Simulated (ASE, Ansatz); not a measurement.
# Generalised stacking fault on (110) of a LiCl-LiBr solid solution (56 atoms): a single point, part 2 of 2

Wanted: forces, charges and levels of generalised stacking fault on (110) of a LiCl-LiBr solid solution (56 atoms).

Ansatz 0.2.0; Kohn-Sham DFT, PBE, PAW (set soft_2), plane waves.

The cell: 28 Li, 10 Br and 18 Cl. The cell is under 6 Å thick along one periodic direction. The host structure and its lattice constant were typed by rule, without a check against the phase diagram.

So far: The structure; Plane-wave single point.

## (2) Plane-wave single point (continued)

Electrostatic potential energy in the ca plane at fractional y = 0.000, with atoms of Li and Br and Cl within 0.2 Å of it. With pseudopotentials it is smooth inside the atoms' cores, unlike the true potential.

Ten even steps from '0' (-55 eV) to '9' (7 eV), each cell a mean:
```
58999999853589999986347999999643589999974358
47999999976799999997668999999855799999985468
68987679999999988999899999999988999999998789
89851027999998534799999975579999998667999999
99830004999996201599999841148999996213799999
99830004999996201489999730038999984101699999
99973137999998423799999852258999995213799999
99998789999999878999999986689999998657999999
99999999976799999998779999999988999999998899
89999999853589999986447999999755799999986579
58999999853589999986347999999633689999974358
47999999976799999997668999999755799999985468
68987679999999988999889998899988999999998789
89851027999998534799999853369999998667999999
99830004999997201599999710028999995213899999
99830004999996201489999600017999984102699999
99973137999998523699999720038999995213799999
99998889999999878999999975579999998657999999
99999999976799999998779999999988999999998899
89999999853589999986447999999755799999986568
```
Columns run along c (16.0 Å, from fractional 0.00 to 0.61 of the cell; values clipped at the 3rd and 97th percentile), rows up along a (7.4 Å). Atoms in or near the plane, at fractional coordinates: Br at (0.07, 0.74), Li at (0.14, 0.99), Cl at (0.21, 0.73), Li at (0.28, 0.98), Cl at (0.35, 0.72), Li at (0.43, 0.96), Cl at (0.50, 0.71), Li at (0.57, 0.95), Br at (0.07, 0.25), Li at (0.14, 0.49), Cl at (0.21, 0.23), Li at (0.28, 0.48), Br at (0.35, 0.22), Li at (0.42, 0.46) and more.

Mean Löwdin charges: Br -0.55, Cl -0.63, Li +0.66 e (they miss 0.62 % of the electrons, so they add up to more than the cell's charge).

## (3) Distances and neighbours

These statistics describe the geometry on which the runs were made.

Density 2.63 g/cm³, 18.40 Å³ an atom.

Pair distribution functions g(r), in bins of 0.2 Å:

| r (Å) | total | Li-Li | Li-Cl | Li-Br | Cl-Cl | Cl-Br | Br-Br |
| --- | --- | --- | --- | --- | --- | --- | --- |
| 2.30 | 0.05 | 0.00 | 0.00 | 0.26 | 0.00 | 0.00 | 0.00 |
| 2.50 | 0.13 | 0.00 | 0.14 | 0.50 | 0.00 | 0.00 | 0.00 |
| 2.70 | 6.05 | 0.00 | 12.45 | 11.45 | 0.00 | 0.00 | 0.00 |
| 2.90 | 0.00 | 0.00 | 0.00 | 0.00 | 0.00 | 0.00 | 0.00 |
| 3.10 | 0.00 | 0.00 | 0.00 | 0.00 | 0.00 | 0.00 | 0.00 |
| 3.30 | 0.10 | 0.00 | 0.08 | 0.42 | 0.00 | 0.00 | 0.00 |
| 3.50 | 0.16 | 0.33 | 0.00 | 0.00 | 0.00 | 0.36 | 1.28 |
| 3.70 | 5.90 | 11.76 | 0.00 | 0.00 | 12.80 | 11.18 | 10.66 |
| 3.90 | 0.12 | 0.27 | 0.00 | 0.00 | 0.16 | 0.14 | 0.52 |
| 4.10 | 0.14 | 0.24 | 0.00 | 0.00 | 0.00 | 0.40 | 0.94 |
| 4.30 | 0.00 | 0.00 | 0.00 | 0.00 | 0.00 | 0.00 | 0.00 |
| 4.50 | 2.61 | 0.00 | 5.30 | 5.05 | 0.00 | 0.00 | 0.00 |
| 4.70 | 0.18 | 0.00 | 0.29 | 0.52 | 0.00 | 0.00 | 0.00 |
| 4.90 | 0.04 | 0.13 | 0.00 | 0.00 | 0.00 | 0.09 | 0.00 |
| 5.10 | 0.04 | 0.04 | 0.00 | 0.00 | 0.00 | 0.27 | 0.00 |
| 5.30 | 1.47 | 2.86 | 0.03 | 0.15 | 3.27 | 2.29 | 3.54 |
| 5.50 | 0.00 | 0.00 | 0.00 | 0.00 | 0.00 | 0.00 | 0.00 |
| 5.70 | 0.18 | 0.00 | 0.23 | 0.58 | 0.00 | 0.00 | 0.00 |
| 5.90 | 4.69 | 0.24 | 9.47 | 8.56 | 0.00 | 0.33 | 0.46 |
| 6.10 | 0.06 | 0.00 | 0.02 | 0.23 | 0.00 | 0.06 | 0.00 |
| 6.30 | 0.09 | 0.00 | 0.18 | 0.18 | 0.00 | 0.00 | 0.00 |
| 6.50 | 4.04 | 7.87 | 0.16 | 0.39 | 8.11 | 7.81 | 6.89 |
| 6.70 | 0.05 | 0.09 | 0.00 | 0.00 | 0.06 | 0.16 | 0.19 |
| 6.90 | 0.13 | 0.25 | 0.00 | 0.00 | 0.22 | 0.29 | 0.35 |
| 7.10 | 0.04 | 0.08 | 0.00 | 0.00 | 0.00 | 0.09 | 0.33 |
| 7.30 | 0.08 | 0.16 | 0.00 | 0.00 | 0.00 | 0.35 | 0.00 |
| 7.50 | 1.40 | 2.72 | 0.03 | 0.15 | 2.93 | 2.54 | 2.67 |
| 7.70 | 0.12 | 0.14 | 0.10 | 0.13 | 0.17 | 0.08 | 0.28 |

Bonds by pair of elements; cutoffs follow the first minimum of g(r), held within bounds set by covalent radii, and pairs that aren't listed don't count as bonded:

| pair A-B | cutoff (Å) | bonds | mean length (Å) | spread (Å) | shortest (Å) | B about A | A about B |
| --- | --- | --- | --- | --- | --- | --- | --- |
| Li-Cl | 2.98 | 107 | 2.63 | 0.024 | 2.42 | 3.82 | 5.94 |
| Li-Br | 2.98 | 57 | 2.62 | 0.053 | 2.38 | 2.04 | 5.7 |

How many atoms have how many bonded neighbours:

```csv
element,mean,5,6
Br,5.7,3,7
Cl,5.94,1,17
Li,5.86,4,24
```

Bond angles (no mean is given where the spread exceeds 20°):

```csv
angle,count,mean (°),spread (°)
Li-Cl-Li,265,-,-
Cl-Li-Cl,177,-,-
Br-Li-Cl,172,-,-
Li-Br-Li,135,-,-
Br-Li-Br,51,-,-
```

Bond length by coordination (bonds to H left out):

```
element  coordination  atoms  mean bond length (Å)
     Br             5      3                  2.59
     Br             6      7                  2.63
     Cl             5      1                  2.59
     Cl             6     17                  2.63
     Li             5      4                  2.59
     Li             6     24                  2.63
```

By these cutoffs 70 % of Br atoms have 6, 94 % of Cl atoms have 6 and 86 % of Li atoms have 6 bonded neighbours.

A closer look about Li15, which bears the longest force: 9 atoms, nearest first, numbered in the order of the input, with positions taken from that point.

```csv
atom,x,y,z,distance (Å),bonds,Löwdin charge (e),Fx,Fy,Fz (eV/Å)
Li15,0.00,0.00,0.00,0.00,5,0.65,0.192,-0.010,-0.501
Br16,-1.25,0.00,2.05,2.40,5,-0.55,-0.450,-0.027,0.227
Br56,-0.02,2.63,-0.01,2.63,5,-0.55,0.432,-0.032,-0.312
Br56,-0.02,-2.63,-0.01,2.63,5,-0.55,0.432,-0.032,-0.312
Cl28,-1.88,-0.04,-1.87,2.65,6,-0.63,-0.066,0.064,0.054
Cl14,1.85,-0.02,-1.90,2.65,6,-0.63,0.043,0.010,0.110
Br2,2.47,-0.01,2.06,3.21,5,-0.55,-0.251,-0.004,0.095
Li29,-1.23,-2.63,2.05,3.55,5,0.64,-0.355,-0.012,0.378
Li29,-1.23,2.64,2.05,3.56,5,0.64,-0.355,-0.012,0.378
```

The column of bonds counts only the pairs Li-Cl within 2.98 Å, Li-Br within 2.98 Å; other neighbours, such as metal atoms beside each other in a compound, aren't counted, and periodic images can show an atom twice.

## (4) Outcome

```
free energy per atom                             : -948.0263 eV/atom
density                                          : 2.63 g/cm³
pressure                                         : 0.502 GPa
r.m.s. force component                           : 0.1221 eV/Å
gap (highest filled to lowest empty level) : 5.463 eV
wall time of the 1 DFT run                       : 24 s
```

Between filled and empty levels lie 5.46 eV on the run's k-points; the mesh holds the band edges only if they fold onto it, so the gap at this level can be narrower or closed, while semilocal functionals tend to narrow gaps against experiment. By these cutoffs 70 % of Br atoms have 6, 94 % of Cl atoms have 6 and 86 % of Li atoms have 6 bonded neighbours.

What to keep in mind: The geometry was built by rule, was displaced at random and isn't relaxed at this level: its force components are 0.12 eV/Å r.m.s.

[Logs are printed without paths, hosts, clocks, repeated set-up lines and the standing remarks that a program may print on its own settings, such as how far it seeks lower states.]

[Hosts, paths, dates, database ids (printed as entryN), source tags and the programs' standing remarks are cut or masked in the printed files.]
